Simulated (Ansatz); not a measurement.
Wires are cut from relaxed bulk CoO (Fm-3m, 9.58 Å³/atom, gap on the mesh 0.00 eV); atoms and period are relaxed, and energies count from that bulk.

The calculation used Ansatz 0.2.0, DFT PBE, scalar-relativistic, plane waves, PAW.

Cutoff 420 eV; k points 1×1×13 on the computed 16-atom cell (Γ-centred); Gaussian smearing, width 0.05 eV; collinear spin from starting moments 2.74 2.74 0.35 0.35 2.74 2.74 0.35 0.35 2.74 2.74 0.35 0.35 2.74 2.74 0.35 0.35 μB.

Start ([001] wire, 16 host atoms a period):

```xyz
16
Lattice="15.4000 0.0000 0.0000 0.0000 13.5000 0.0000 0.0000 0.0000 4.2483" Properties=species:S:1:pos:R:3 pbc="T T T"
Co    4.5138    6.7500    0.0000
Co    8.7621    6.7500    0.0000
O     6.6379    6.7500    0.0000
O    10.8862    6.7500    0.0000
Co    8.7621    4.6258    2.1242
Co    8.7621    8.8742    2.1242
O     6.6379    4.6258    2.1242
O     6.6379    8.8742    2.1242
Co    6.6379    6.7500    2.1242
Co   10.8862    6.7500    2.1242
O     4.5138    6.7500    2.1242
O     8.7621    6.7500    2.1242
Co    6.6379    4.6258    0.0000
Co    6.6379    8.8742    0.0000
O     8.7621    4.6258    0.0000
O     8.7621    8.8742    0.0000
```

Relax it.

The free energy falls by 325 meV/atom. It ends far from its start (an atom moved by over half a bond, or the period changed much).

```
excess energy (eV per host atom)                      : 0.144
line energy (eV/Å)                                    : 0.630
period (Å)                                            : 3.650
gap on the mesh (eV)                                  : 0
highest filled level or Fermi level under vacuum (eV) : 4.75
size of the moment (μB per cell)                      : 21.48
```

Relaxed structure:
```
CELL_PARAMETERS angstrom
15.40000 0.00000 0.00000
0.00000 13.50000 0.00000
0.00000 0.00000 3.65036
ATOMIC_POSITIONS crystal
Co 0.21481 0.50000 0.00000
Co 0.66449 0.50000 0.00000
O 0.37923 0.50000 0.00000
O 0.79056 0.50000 0.00000
Co 0.56105 0.37190 0.50000
Co 0.56105 0.62810 0.50000
O 0.42976 0.35570 0.50000
O 0.42976 0.64430 0.50000
Co 0.33551 0.50000 0.50000
Co 0.78519 0.50000 0.50000
O 0.20944 0.50000 0.50000
O 0.62077 0.50000 0.50000
Co 0.43895 0.37190 0.00000
Co 0.43895 0.62810 0.00000
O 0.57024 0.35570 0.00000
O 0.57024 0.64430 0.00000
```

Moments started parallel, and an antiferromagnetic order may lie lower.

Each run keeps its start's symmetry and one magnetic start, so lower states can exist.

It took 15 min on 4 threads of AMD EPYC 9R45 96-Core Processor (Zen 5) (shared host), peak memory 4.7 GiB.